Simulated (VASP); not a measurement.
# NiO (Fm-3m) in VASP: further runs

One crystal, NiO, is run at these levels: BLYP, PW91, AM05, LDA+U; tasks: band structure, relaxation of the atoms.

Program: VASP 6.6.1. These are calculated values, not measurements. Logs are shortened: lines on timing, memory, paths and dates and some standing lists are left out, and cuts for length are marked.

**Experimental background.**

From “Local correlations, non-local screening, multiplets, and band formation in NiO”, 2012, arxiv:1210.6675, for a bulk crystal of NiO: band gap 4.3 eV.

How close the calculation comes is told below.

### 1 The crystal as given

The structure is cubic, space group Fm-3m (No. 225). Conventional cell: a = 4.172 Å, b = 4.172 Å, c = 4.172 Å, α = 90.00°, β = 90.00°, γ = 90.00°. Around Ni (site symmetry m-3m) lie 6 O at 2.09 Å. Around O (site symmetry m-3m) lie 6 Ni at 2.09 Å.

### 2 Band structure, BLYP, collinear spin, ferromagnetic start

File POSCAR:

```
NiO
1.0
    0.0000000000      2.0859016414      2.0859016414
    2.0859016414      0.0000000000      2.0859016414
    2.0859016414      2.0859016414      0.0000000000
Ni O
1 1
Direct
    0.0000000000      0.0000000000      0.0000000000
    0.5000000000      0.5000000000      0.5000000000
```

File INCAR.step1:

```
  PREC = Accurate
  ENCUT = 520
  EDIFF = 1E-6
  ISMEAR = -1
  SIGMA = 0.05
  LREAL = False
  LASPH = True
  NELM = 120
  ALGO = Fast
  ISIF = 2
  LWAVE = False
  LCHARG = True
  ISPIN = 2
  MAGMOM = 1 0
  LORBIT = 11
  LMAXMIX = 4
  GGA = B5
  ALDAX = 1.0
  AGGAX = 1.0
  AGGAC = 1.0
  ALDAC = 0.0
```

File KPOINTS.step1:

```
Automatic mesh
0
Gamma
  11 11 11
```

File INCAR.step2:

```
  PREC = Accurate
  ENCUT = 520
  EDIFF = 1E-6
  ISMEAR = 0
  SIGMA = 0.05
  LREAL = False
  LASPH = True
  NELM = 120
  ALGO = Fast
  ISIF = 2
  LWAVE = False
  LCHARG = False
  ISPIN = 2
  MAGMOM = 1 0
  LORBIT = 11
  LMAXMIX = 4
  GGA = B5
  ALDAX = 1.0
  AGGAX = 1.0
  AGGAC = 1.0
  ALDAC = 0.0
  ICHARG = 11
```

File KPOINTS.step2:

```
path GXWKGLUWLK,UX
10
line-mode
reciprocal
 0.0000000000  0.0000000000  0.0000000000  G
 0.5000000000  0.0000000000  0.5000000000  X

 0.5000000000  0.0000000000  0.5000000000  X
 0.5000000000  0.2500000000  0.7500000000  W

 0.5000000000  0.2500000000  0.7500000000  W
 0.3750000000  0.3750000000  0.7500000000  K

 0.3750000000  0.3750000000  0.7500000000  K
 0.0000000000  0.0000000000  0.0000000000  G

 0.0000000000  0.0000000000  0.0000000000  G
 0.5000000000  0.5000000000  0.5000000000  L

 0.5000000000  0.5000000000  0.5000000000  L
 0.6250000000  0.2500000000  0.6250000000  U

 0.6250000000  0.2500000000  0.6250000000  U
 0.5000000000  0.2500000000  0.7500000000  W

 0.5000000000  0.2500000000  0.7500000000  W
 0.5000000000  0.5000000000  0.5000000000  L

 0.5000000000  0.5000000000  0.5000000000  L
 0.3750000000  0.3750000000  0.7500000000  K

 0.6250000000  0.2500000000  0.6250000000  U
 0.5000000000  0.0000000000  0.5000000000  X
```

Potentials or basis: VASP PAW PBE potentials, release 64 (Ni, O).

Started as:

```console
$ cat potpaw_PBE.64/Ni/POTCAR potpaw_PBE.64/O/POTCAR > POTCAR
$ cp INCAR.step1 INCAR
$ cp KPOINTS.step1 KPOINTS
$ mpirun -np 1 vasp_std > vasp.out
$ cp INCAR.step2 INCAR
$ cp KPOINTS.step2 KPOINTS
$ mpirun -np 1 vasp_std > vasp.out
```

OUTCAR:

```text
PREC = Accurate
   ENCUT = 520
   EDIFF = 1E-6
   ISMEAR = 0
   LREAL = False
   LASPH = True
   NELM = 120
   ISIF = 2
   ISPIN = 2
   LORBIT = 11
   GGA = B5
   ICHARG = 11

 ion  position               nearest neighbor table
   1  0.000  0.000  0.000-   2 2.09   2 2.09   2 2.09   2 2.09   2 2.09   2 2.09
   2  0.500  0.500  0.500-   1 2.09   1 2.09   1 2.09   1 2.09   1 2.09   1 2.09

  LATTYP: Found a face centered cubic cell.
 ALAT       =     4.1718032828

  Lattice vectors:

 A1 = (   0.0000000000,   2.0859016414,   2.0859016414)
 A2 = (   2.0859016414,   0.0000000000,   2.0859016414)
 A3 = (   2.0859016414,   2.0859016414,   0.0000000000)

Analysis of symmetry for initial positions (statically):
=====================================================================
 Subroutine PRICEL returns:
 Original cell was already a primitive cell.

 Routine SETGRP: Setting up the symmetry group for a
 face centered cubic supercell.

 Subroutine GETGRP returns: Found 48 space group operations
 (whereof 48 operations were pure point group operations)
 out of a pool of 48 trial point group operations.

The static configuration has the point symmetry O_h .

Analysis of symmetry for dynamics (positions and initial velocities):
=====================================================================
 Subroutine PRICEL returns:
 Original cell was already a primitive cell.

 Routine SETGRP: Setting up the symmetry group for a
 face centered cubic supercell.

 Subroutine GETGRP returns: Found 48 space group operations
 (whereof 48 operations were pure point group operations)
 out of a pool of 48 trial point group operations.

The dynamic configuration has the point symmetry O_h .

Analysis of structural, dynamic, and magnetic symmetry:
=====================================================================
 Subroutine PRICEL returns:
 Original cell was already a primitive cell.

 Routine SETGRP: Setting up the symmetry group for a
 face centered cubic supercell.

 Subroutine GETGRP returns: Found 48 space group operations
 (whereof 48 operations were pure point group operations)
 out of a pool of 48 trial point group operations.

The overall configuration has the point symmetry O_h .

 Subroutine INISYM returns: Found 48 space group operations
 (whereof 48 operations are pure point group operations),
 and found     1 'primitive' translations

----------------------------------------------------------------------------------------

                                     Primitive cell

  volume of cell :      18.1515

  direct lattice vectors                    reciprocal lattice vectors
     0.000000000  2.085901641  2.085901641    -0.239704495  0.239704495  0.239704495
     2.085901641  0.000000000  2.085901641     0.239704495 -0.239704495  0.239704495
[... 133 lines left out ...]
 fundamental gap:      0.0687377216
 Fermi energy:         8.2588770849

 spin component 1

 k-point     1 :       0.0000    0.0000    0.0000
  band No.  band energies     occupation
      1     -11.9994      1.00000
      2       5.2621      1.00000
      3       5.2621      1.00000
      4       5.2621      1.00000
      5       5.3565      1.00000
      6       5.3567      1.00000
      7       5.6897      1.00000
      8       5.6897      1.00000
      9       5.6898      1.00000
     10      10.1206      0.00000
     11      26.8757      0.00000
     12      27.5703      0.00000
     13      27.5703      0.00000
[... 356 lines left out ...]
      2       2.0025      1.00000
      3       2.1621      1.00000
      4       2.6284      1.00000
      5       6.0377      1.00000
      6       6.3911      1.00000
      7       6.5325      1.00000
      8       6.7123      1.00000
      9       7.2192      1.00000
     10      16.6574      0.00000
     11      19.1748      0.00000
     12      19.2228      0.00000
     13      22.4599      0.00000

 [... further k-points ...]

 spin component 2

 k-point     1 :       0.0000    0.0000    0.0000
  band No.  band energies     occupation
      1     -11.6071      1.00000
      2       5.7169      1.00000
      3       5.7169      1.00000
      4       5.7169      1.00000
      5       6.4069      1.00000
      6       6.4071      1.00000
      7       6.4074      1.00000
      8       7.6259      1.00000
      9       7.6262      1.00000
     10      10.4316      0.00000
     11      26.8382      0.00000
     12      27.7611      0.00000
     13      27.7615      0.00000
[... 356 lines left out ...]
      2       2.3493      1.00000
      3       2.6219      1.00000
      4       3.3161      1.00000
      5       6.9417      1.00000
      6       7.2876      1.00000
      7       7.4972      1.00000
      8       8.5226      0.00000
      9       9.2269      0.00000
     10      17.0977      0.00000
     11      19.4668      0.00000
     12      19.5022      0.00000
     13      22.7641      0.00000

 [... further k-points ...]

------------------------ aborting loop because EDIFF is reached ----------------------------------------

  FORCE on cell =-STRESS in cart. coord.  units (eV):
  Direction    XX          YY          ZZ          XY          YZ          ZX
  --------------------------------------------------------------------------------------
  -------------------------------------------------------------------------------------
  Total       -0.6593553     -0.6593553     -0.6593553     -0.0000000     -0.0000000      0.0000000
  in kB      -58.1994131    -58.1994131    -58.1994131     -0.0000000     -0.0000000      0.0000000
  external PRESSURE =     -58.1994131 kB  Pullay stress =       0.0000000 kB

 VOLUME and BASIS-vectors are now :
 -----------------------------------------------------------------------------
  energy-cutoff  :      520.00
  volume of cell :       18.15
      direct lattice vectors                 reciprocal lattice vectors
     0.000000000  2.085901641  2.085901641    -0.239704495  0.239704495  0.239704495
     2.085901641  0.000000000  2.085901641     0.239704495 -0.239704495  0.239704495
     2.085901641  2.085901641  0.000000000     0.239704495  0.239704495 -0.239704495

 POSITION                                       TOTAL-FORCE (eV/Angst)
 -----------------------------------------------------------------------------------
      0.00000      0.00000      0.00000        -0.000000     -0.000000      0.000000
      2.08590      2.08590      2.08590         0.000000      0.000000      0.000000
 -----------------------------------------------------------------------------------
    total drift:                                0.000000     -0.000000     -0.000000

  FREE ENERGIE OF THE ION-ELECTRON SYSTEM (eV)
  ---------------------------------------------------
  free  energy   TOTEN  =       -10.6315977697 eV

  energy  without entropy=      -10.6311661233  energy(sigma->0) =      -10.63138195

 total charge

# of ion       s       p       d       tot
------------------------------------------
    1        0.273   0.475   8.256   9.004
    2        1.546   3.440   0.000   4.986
--------------------------------------------------
tot          1.819   3.915   8.256  13.990

 magnetization (x)

# of ion       s       p       d       tot
------------------------------------------
    1        0.012   0.004   1.189   1.205
    2        0.027   0.111   0.000   0.138
--------------------------------------------------
tot          0.039   0.115   1.189   1.343
```

OUTCAR.step1:

```text
PREC = Accurate
   ENCUT = 520
   EDIFF = 1E-6
   ISMEAR = -1
   LREAL = False
   LASPH = True
   NELM = 120
   ISIF = 2
[... 1019 lines left out ...]

  energy  without entropy=      -10.5638033251  energy(sigma->0) =      -10.56980868

 total charge

# of ion       s       p       d       tot
------------------------------------------
    1        0.330   0.400   8.290   9.020
    2        1.551   3.442   0.000   4.993
--------------------------------------------------
tot          1.881   3.842   8.290  14.013

 magnetization (x)

# of ion       s       p       d       tot
------------------------------------------
    1        0.010   0.013   1.299   1.323
    2        0.027   0.214   0.000   0.241
--------------------------------------------------
tot          0.038   0.227   1.299   1.564
```

It took 38 s on 1 thread of Intel Xeon Platinum 8488C (Sapphire Rapids), shared host; peak memory 0.17 GiB.

What came out:

```
Band gap along the path : none (metal or under the smearing width)
Net moment              : 1.60 μB per cell
```

Caveat: the log is that of the step along the path at fixed density, whose energy, stress, charges and moments have no meaning; the PAW data sets were made with another functional, which shifts forces and pressure a little; a cell with one magnetic atom can't hold antiferromagnetic order, which such compounds often take; semilocal functionals often make such compounds metallic where correlation or magnetic order opens a gap, which also shifts bond lengths.

### 3 Band structure, PW91, collinear spin, ferromagnetic start

POSCAR is that of step 2.

File INCAR.step1:

```
  ALGO = Normal
  EDIFF = 1E-6
  ENCUT = 520
  GGA = 91
  ISIF = 2
  ISMEAR = -1
  ISPIN = 2
  LASPH = True
  LCHARG = True
  LMAXMIX = 4
  LORBIT = 11
  LREAL = False
  LWAVE = False
  MAGMOM = 1 0
  NBANDS = 19
  NELM = 120
  PREC = Accurate
  SIGMA = 0.05
```

File KPOINTS.step1:

```
k-points
0
Gamma
  11 11 11
```

File INCAR.step2:

```
  ALGO = Normal
  EDIFF = 1E-6
  ENCUT = 520
  GGA = 91
  ICHARG = 11
  ISIF = 2
  ISMEAR = 0
  ISPIN = 2
  LASPH = True
  LCHARG = False
  LMAXMIX = 4
  LORBIT = 11
  LREAL = False
  LWAVE = False
  MAGMOM = 1 0
  NBANDS = 19
  NELM = 120
  PREC = Accurate
  SIGMA = 0.05
```

KPOINTS.step2 is that of step 2.

Potentials or basis: VASP PAW PBE potentials, release 64 (Ni, O).

Started as:

```console
$ cat potpaw_PBE.64/Ni/POTCAR potpaw_PBE.64/O/POTCAR > POTCAR
$ cp INCAR.step1 INCAR
$ cp KPOINTS.step1 KPOINTS
$ mpirun -np 1 vasp_std > vasp.out
$ cp INCAR.step2 INCAR
$ cp KPOINTS.step2 KPOINTS
$ mpirun -np 1 vasp_std > vasp.out
```

Run time: 62 s. Hardware: 1 thread of Intel Xeon Platinum 8488C (Sapphire Rapids), shared host; peak memory 0.18 GiB.

It converged, with:

- Band gap along the path: none (metal or under the smearing width)
- Net moment: 1.31 μB per cell

Caveat: the log is that of the step along the path at fixed density, whose energy, stress, charges and moments have no meaning; the PAW data sets were made with another functional, which shifts forces and pressure a little; a cell with one magnetic atom can't hold antiferromagnetic order, which such compounds often take; semilocal functionals often make such compounds metallic where correlation or magnetic order opens a gap, which also shifts bond lengths.

### 4 Band structure, AM05, collinear spin, ferromagnetic start

POSCAR is that of step 3.

File INCAR.step1:

```
SYSTEM = NiO
ALGO     = Normal         ! electronic algorithm
EDIFF    = 1E-6           ! SCF threshold, eV
ENCUT    = 520            ! plane-wave cutoff, eV
GGA      = AM             ! functional
ISIF     = 2              ! what is computed and relaxed
ISMEAR   = -1             ! smearing method
ISPIN    = 2              ! spin polarisation
LASPH    = .TRUE.         ! aspherical terms in the spheres
LCHARG   = .TRUE.         ! write CHGCAR
LMAXMIX  = 4              ! l up to which the mixer works
LORBIT   = 11             ! projections on sites
LREAL    = .FALSE.        ! projectors in reciprocal space
LWAVE    = .FALSE.        ! write WAVECAR
MAGMOM   = 1 0            ! initial moments
NELM     = 100            ! most SCF steps
PREC     = Accurate       ! precision mode
SIGMA    = 0.05           ! smearing width, eV
```

File KPOINTS.step1:

```
k-points
0
G
  11 11 11
  0 0 0
```

File INCAR.step2:

```
SYSTEM = NiO
ALGO     = Normal         ! electronic algorithm
EDIFF    = 1E-6           ! SCF threshold, eV
ENCUT    = 520            ! plane-wave cutoff, eV
GGA      = AM             ! functional
ICHARG   = 11             ! starting density
ISIF     = 2              ! what is computed and relaxed
ISMEAR   = 0              ! smearing method
ISPIN    = 2              ! spin polarisation
LASPH    = .TRUE.         ! aspherical terms in the spheres
LCHARG   = .FALSE.        ! write CHGCAR
LMAXMIX  = 4              ! l up to which the mixer works
LORBIT   = 11             ! projections on sites
LREAL    = .FALSE.        ! projectors in reciprocal space
LWAVE    = .FALSE.        ! write WAVECAR
MAGMOM   = 1 0            ! initial moments
NELM     = 100            ! most SCF steps
PREC     = Accurate       ! precision mode
SIGMA    = 0.05           ! smearing width, eV
```

KPOINTS.step2 is that of step 3.

Started as:

```console
$ cat potpaw_PBE.64/Ni/POTCAR potpaw_PBE.64/O/POTCAR > POTCAR
$ cp INCAR.step1 INCAR
$ cp KPOINTS.step1 KPOINTS
$ mpirun -np 1 vasp_std > vasp.out
$ cp INCAR.step2 INCAR
$ cp KPOINTS.step2 KPOINTS
$ mpirun -np 1 vasp_std > vasp.out
```

It took 34 s on 1 thread of Intel Xeon Platinum 8488C (Sapphire Rapids), shared host; peak memory 0.17 GiB.

Results (log left out):

```yaml
Band_gap_along_the_path: none (metal or under the smearing width)
Net_moment: 0.95 μB per cell
```

Levels at the corners of the path, in eV from the Fermi level:
Spin up:
```tsv
point	band 7	band 8	band 9	band 10	band 11	band 12
Γ	-2.18	-2.18	-2.18	1.60	17.67	18.95
X	-1.32	-1.10	-1.10	6.29	10.46	12.26
X	-1.32	-1.10	-1.10	6.29	10.46	12.26
W	-1.46	-1.10	-0.54	8.60	10.61	10.61
W	-1.46	-1.10	-0.54	8.60	10.61	10.61
K	-1.09	-1.04	-0.52	7.91	10.30	10.42
K	-1.09	-1.04	-0.52	7.91	10.30	10.42
Γ	-2.18	-2.18	-2.18	1.60	17.67	18.95
Γ	-2.18	-2.18	-2.18	1.60	17.67	18.95
L	-0.96	0.81	0.81	5.55	9.98	14.06
L	-0.96	0.81	0.81	5.55	9.98	14.06
U	-1.09	-1.04	-0.52	7.91	10.30	10.42
U	-1.09	-1.04	-0.52	7.91	10.30	10.42
W	-1.46	-1.10	-0.54	8.60	10.61	10.61
W	-1.46	-1.10	-0.54	8.60	10.61	10.61
L	-0.96	0.81	0.81	5.55	9.98	14.06
L	-0.96	0.81	0.81	5.55	9.98	14.06
K	-1.09	-1.04	-0.52	7.91	10.30	10.42
U	-1.09	-1.04	-0.52	7.91	10.30	10.42
X	-1.32	-1.10	-1.10	6.29	10.46	12.26
```
Spin down:
| point | band 5 | band 6 | band 7 | band 8 | band 9 | band 10 | band 11 | band 12 |
| --- | --- | --- | --- | --- | --- | --- | --- | --- |
| Γ | -1.61 | -1.61 | -1.61 | -1.10 | -1.10 | 1.78 | 17.65 | 19.10 |
| X | -2.65 | -0.68 | -0.48 | -0.48 | -0.13 | 6.53 | 10.65 | 12.46 |
| X | -2.65 | -0.68 | -0.48 | -0.48 | -0.13 | 6.53 | 10.65 | 12.46 |
| W | -0.90 | -0.90 | -0.48 | -0.27 | 0.51 | 8.88 | 10.80 | 10.80 |
| W | -0.90 | -0.90 | -0.48 | -0.27 | 0.51 | 8.88 | 10.80 | 10.80 |
| K | -1.50 | -0.62 | -0.43 | 0.02 | 0.51 | 8.15 | 10.50 | 10.60 |
| K | -1.50 | -0.62 | -0.43 | 0.02 | 0.51 | 8.15 | 10.50 | 10.60 |
| Γ | -1.61 | -1.61 | -1.61 | -1.10 | -1.10 | 1.78 | 17.65 | 19.10 |
| Γ | -1.61 | -1.61 | -1.61 | -1.10 | -1.10 | 1.78 | 17.65 | 19.10 |
| L | -0.74 | -0.74 | -0.38 | 1.74 | 1.74 | 5.65 | 10.27 | 14.21 |
| L | -0.74 | -0.74 | -0.38 | 1.74 | 1.74 | 5.65 | 10.27 | 14.21 |
| U | -1.50 | -0.62 | -0.43 | 0.02 | 0.51 | 8.15 | 10.50 | 10.60 |
| U | -1.50 | -0.62 | -0.43 | 0.02 | 0.51 | 8.15 | 10.50 | 10.60 |
| W | -0.90 | -0.90 | -0.48 | -0.27 | 0.51 | 8.88 | 10.80 | 10.80 |
| W | -0.90 | -0.90 | -0.48 | -0.27 | 0.51 | 8.88 | 10.80 | 10.80 |
| L | -0.74 | -0.74 | -0.38 | 1.74 | 1.74 | 5.65 | 10.27 | 14.21 |
| L | -0.74 | -0.74 | -0.38 | 1.74 | 1.74 | 5.65 | 10.27 | 14.21 |
| K | -1.50 | -0.62 | -0.43 | 0.02 | 0.51 | 8.15 | 10.50 | 10.60 |
| U | -1.50 | -0.62 | -0.43 | 0.02 | 0.51 | 8.15 | 10.50 | 10.60 |
| X | -2.65 | -0.68 | -0.48 | -0.48 | -0.13 | 6.53 | 10.65 | 12.46 |

Caveat: the log is that of the step along the path at fixed density, whose energy, stress, charges and moments have no meaning; the PAW data sets were made with another functional, which shifts forces and pressure a little; a cell with one magnetic atom can't hold antiferromagnetic order, which such compounds often take; semilocal functionals often make such compounds metallic where correlation or magnetic order opens a gap, which also shifts bond lengths.

[end of part 1 of 2]
